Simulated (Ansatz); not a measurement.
Runs of Ansatz 0.2.0 on CuO (Tenorite). Symmetry: C2/c, No. 15, monoclinic system. The conventional cell has a = 4.684 Å, b = 3.423 Å, c = 5.129 Å, α = 90.00°, β = 99.54°, γ = 90.00°. Cu (site symmetry -1) has 4 O at 1.95 to 1.96 Å as nearest neighbours. O (site symmetry 2) has 4 Cu at 1.95 to 1.96 Å as nearest neighbours. 

```csv
task,level,U,cell,k mesh,cutoff (eV),smearing,points for each segment of the path,hubbard projectors,double counting,gap on the mesh (eV),pressure (GPa),largest force (eV/Å)
relaxation of cell and atoms,exchange-only PBE,-,relaxed,10 × 10 × 5,420,fermi-dirac 0.05 eV,-,-,-,-,0.0,-
band structure,BPBE,-,as given,10 × 10 × 5,420,fermi-dirac 0.05 eV,14,-,-,none,(a),(b)
band structure,r2SCAN+U,Cu d U = 5.3 eV,as given,10 × 10 × 5,500,fermi-dirac 0.05 eV,14,ortho-atomic (the default),fll (the default),none,1.0,0.16
phonons,LDA,-,as given,7 × 7 × 4,420,fermi-dirac 0.05 eV,-,-,-,none,-,-
single point,PBE,-,as given,10 × 10 × 5,420,gaussian 0.013 eV,-,-,-,none,5.7,0.26
```

Alike in all rows: potentials or basis Ansatz PAW; no spin polarisation.

Q: Estimate the missing entries.

A: (a) 5.2; (b) 0.27.

Caveats: the run has no spin polarisation, though such a crystal can be magnetic; the PAW data sets come from PBE, with cores solved anew for the run's functional, which leaves a small shift of forces and pressure (some runs); semilocal functionals often make such compounds metallic where correlation or magnetic order opens a gap, which also shifts bond lengths (some runs); the potentials were made for another functional, which shifts forces and pressure (some runs); the plane-wave basis is chosen anew once the cell has moved, so the energies of steps on either side of that aren't comparable (some runs).

A k mesh can miss the band edges.

A gap of «none» marks a metal or a gap under the smearing width.

Not every run made on this cell is shown here.
